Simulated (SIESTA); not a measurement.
CdS (Greenockite):

```
Cd S
1.0
     4.15000    0.00000    0.00000
    -2.07500    3.59401    0.00000
     0.00000    0.00000    6.73700
Cd S
2 2
Direct
  0.66667 0.33333 0.50000
  0.33333 0.66667 0.00000
  0.66667 0.33333 0.87500
  0.33333 0.66667 0.37500
```

Base run:

* Program: SIESTA 5.4.2
* Functional: PBEsol
* Potentials or basis: PseudoDojo 0.4 standard (PBEsol files)
* Basis: DZP (energy shift 0.003 Ry; two zetas on semicore shells)
* Grid cutoff: 800 Ry
* Energy shift: 0.003 Ry
* k mesh: 7 × 7 × 4
* Occupations: fermi-dirac, width 0.05 eV
* Spin: no spin polarisation

Its results: band gap on the k mesh 1.27 eV, direct; pressure -0.8 GPa; largest force 0.072 eV/Å.

The run is repeated on the same cell with these changes: functional from PBEsol to PBE; potentials or basis from PseudoDojo 0.4 standard (PBEsol files) to PseudoDojo 0.4 standard (PBE files). What comes out?

Band gap on the k mesh 1.39 eV, direct; pressure 2.3 GPa; largest force 0.075 eV/Å.

Caveats: the basis of atomic orbitals isn't converged, which shifts pressures, moduli and gaps; the basis holds too few empty states to meet the f-sum rule, so the spectrum is short of weight at high energy (some runs); an odd mesh through Γ misses points on the zone boundary, where band edges often lie (some runs).
